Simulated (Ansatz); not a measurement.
# AlP: the cost of one run

Computed with Ansatz 0.2.0 (DFT PBEsol, scalar-relativistic, plane waves, PAW, unless a step's input says otherwise).

The COD entry's cell or inner coordinates are ideal or old and differ from later refinements, so a difference from it is no clean test against experiment.

2 further runs of the same task are left out: 2 set aside as unsound or not needed. Runs told in other sessions of the task aren't counted.

## (1) The structure to begin with

It takes space group F-43m (No. 216, cubic). The conventional cell has a = 5.470 Å, b = 5.470 Å, c = 5.470 Å, α = 90.00°, β = 90.00°, γ = 90.00°. Al (site symmetry -43m) has 4 P at 2.37 Å in its first shell of neighbours. Around P (site symmetry -43m) lie 4 Al at 2.37 Å.

As a file:

```cif
data_structure
_symmetry_space_group_name_H-M 'F-43m'
_symmetry_Int_Tables_number 216
_cell_length_a 5.4703
_cell_length_b 5.4703
_cell_length_c 5.4703
_cell_angle_alpha 90.000
_cell_angle_beta 90.000
_cell_angle_gamma 90.000
_cell_volume 163.70
loop_
_atom_site_label
_atom_site_type_symbol
_atom_site_symmetry_multiplicity
_atom_site_Wyckoff_symbol
_atom_site_fract_x
_atom_site_fract_y
_atom_site_fract_z
_atom_site_occupancy
Al1 Al 4 a 0.00000 0.00000 0.00000 1
P1 P 4 c 0.25000 0.25000 0.25000 1
```

It is the result of an earlier relaxation at this level (volume 20.46 Å³/atom; gap on the mesh: 1.45 eV).

The bulk reference comes from a run made before at the same settings: -632.8672 eV/atom.

## (2) Cutting the (210) slab

Planes are indexed in the bulk's conventional cell (F-43m (No. 216)), a = 5.470 Å, b = 5.470 Å, c = 5.470 Å, α = 90.00°, β = 90.00°, γ = 90.00°.

Cut from the relaxed bulk: a (210) slab, 11.6 Å thick as cut, with 15 Å of vacuum; its outer planes are Al (top) and P (bottom).

The slab as cut. Its planes from the bottom up:

| plane | atoms per cell | height over the lowest (Å) |
| --- | --- | --- |
| 1 | P | 0.00 |
| 2 | Al | 0.61 |
| 3 | P | 1.22 |
| 4 | Al | 1.83 |
| 5 | P | 2.45 |
| 6 | Al | 3.06 |
| 7 | P | 3.67 |
| 8 | Al | 4.28 |
| 9 | P | 4.89 |
| 10 | Al | 5.50 |
| 11 | P | 6.12 |
| 12 | Al | 6.73 |
| 13 | P | 7.34 |
| 14 | Al | 7.95 |
| 15 | P | 8.56 |
| 16 | Al | 9.17 |
| 17 | P | 9.79 |
| 18 | Al | 10.40 |
| 19 | P | 11.01 |
| 20 | Al | 11.62 |

## (3) The slab as cut, atoms at the bulk's places

A dipole layer in the vacuum cancels the field that periodic copies would set up if the slab's two faces differ.

The input, input.yaml:

```yaml
crystal:
  lattice:
    - [5.4703454814, 0.0, 0.0]
    - [-2.7351727407, 6.1160321784, 0.0]
    - [0.0, 0.0, 26.620461139]
  atoms:
    - { symbol: P, position: [0.1, 0.7, 0.2817381698] }
    - { symbol: Al, position: [0.7, 0.4, 0.3047130993] }
    - { symbol: P, position: [0.8, 0.1, 0.3276880288] }
    - { symbol: Al, position: [0.4, 0.8, 0.3506629583] }
    - { symbol: P, position: [0.5, 0.5, 0.3736378878] }
    - { symbol: Al, position: [0.1, 0.2, 0.3966128173] }
    - { symbol: P, position: [0.2, 0.9, 0.4195877468] }
    - { symbol: Al, position: [0.8, 0.6, 0.4425626763] }
    - { symbol: P, position: [0.9, 0.3, 0.4655376058] }
    - { symbol: Al, position: [0.5, 0.0, 0.4885125353] }
    - { symbol: P, position: [0.6, 0.7, 0.5114874647] }
    - { symbol: Al, position: [0.2, 0.4, 0.5344623942] }
    - { symbol: P, position: [0.3, 0.1, 0.5574373237] }
    - { symbol: Al, position: [0.9, 0.8, 0.5804122532] }
    - { symbol: P, position: [0.0, 0.5, 0.6033871827] }
    - { symbol: Al, position: [0.6, 0.2, 0.6263621122] }
    - { symbol: P, position: [0.7, 0.9, 0.6493370417] }
    - { symbol: Al, position: [0.3, 0.6, 0.6723119712] }
    - { symbol: P, position: [0.4, 0.3, 0.6952869007] }
    - { symbol: Al, position: [0.0, 0.0, 0.7182618302] }
basis:
  ecutwfc: 420
kpoints:
  mp_grid: { grid: [6, 5, 1] }
hamiltonian:
  xc: pbesol
scf:
  occupations: { method: gaussian, width: 0.05 }
output:
  forces: true
  stress: true
  eigenvalues: true
  write_density: true
  write_potential: true
  elf: true
  volumetric_format: npy
efield:
  axis: 3
  dipole_correction: true
  ramp_width: 0.04
```

Command:

```console
> ansatz run input.yaml --threads 2 --pin off --max-ram 5120MiB --backend cpu --events-out ev --progress --plain --runs-dir out
```

What time and memory should one allow on 2 threads of Intel Xeon Platinum 8559C (Emerald Rapids), shared host?

About 49 s, with a peak of 1.4 GiB.
